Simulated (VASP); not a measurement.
Wanted: the native input for a VASP 6.6.1 run.

```yaml
Task: relaxation of cell and atoms
Functional: PBEsol
Potentials_or_basis: VASP PAW PBE potentials, release 64 (Sn_d, Te)
Cutoff: 600 eV
k_mesh: 10 × 10 × 10
Occupations: gaussian, width 0.03 eV
Spin: no spin polarisation
Further_INCAR_settings: ALGO = Normal; EDIFF = 1e-07; IBRION = 2; EDIFFG = -0.005; NSW = 90; ISIF = 3
```

The structure of SnTe lies in POSCAR:

```
SnTe                                    
1.0
   -0.0000000000      3.1448388744      3.1448388744
    3.1448388744     -0.0000000000      3.1448388744
    3.1448388744      3.1448388744      0.0000000000
  Sn              Te            
     1     1
Direct
     0.0000000000000000    0.0000000000000000    0.0000000000000000
     0.5000000000000000    0.5000000000000000    0.5000000000000000
```

The input as run:

INCAR

```
PREC     = Accurate       # precision mode
ENCUT    = 600            # plane-wave cutoff, eV
EDIFF    = 1E-7           # SCF threshold, eV
ISMEAR   = 0              # smearing method
SIGMA    = 0.03           # smearing width, eV
LREAL    = F              # projectors in reciprocal space
LASPH    = T              # aspherical terms in the spheres
NELM     = 80             # most SCF steps
ALGO     = Normal         # electronic algorithm
ISIF     = 3              # what is computed and relaxed
LWAVE    = F              # write WAVECAR
LCHARG   = F              # write CHGCAR
GGA      = PS             # functional
IBRION   = 2              # ionic algorithm
NSW      = 90             # ionic steps
EDIFFG   = -0.005         # ionic threshold
```

KPOINTS

```
Automatic mesh
0
Gamma
  10 10 10
```

Potentials or basis: VASP PAW PBE potentials, release 64 (Sn_d, Te).

Command:

```console
$ cat potpaw_PBE.64/Sn_d/POTCAR potpaw_PBE.64/Te/POTCAR > POTCAR
$ mpirun -np 1 vasp_std > vasp.out
```

Results of the run:

The pressure after relaxing is 0.0 GPa. The band gap on the k mesh is 0.16 eV, direct.

Caveat: the relaxation stopped at its first step, so nothing moved; the PAW data sets were made with another functional, which shifts forces and pressure a little; spin-orbit coupling is left out, which moves the levels of the heavy elements.

Run time: 45 s on 1 thread of Intel(R) Xeon(R) Platinum 8488C (Sapphire Rapids), with other jobs on the host, peak memory 0.23 GiB.
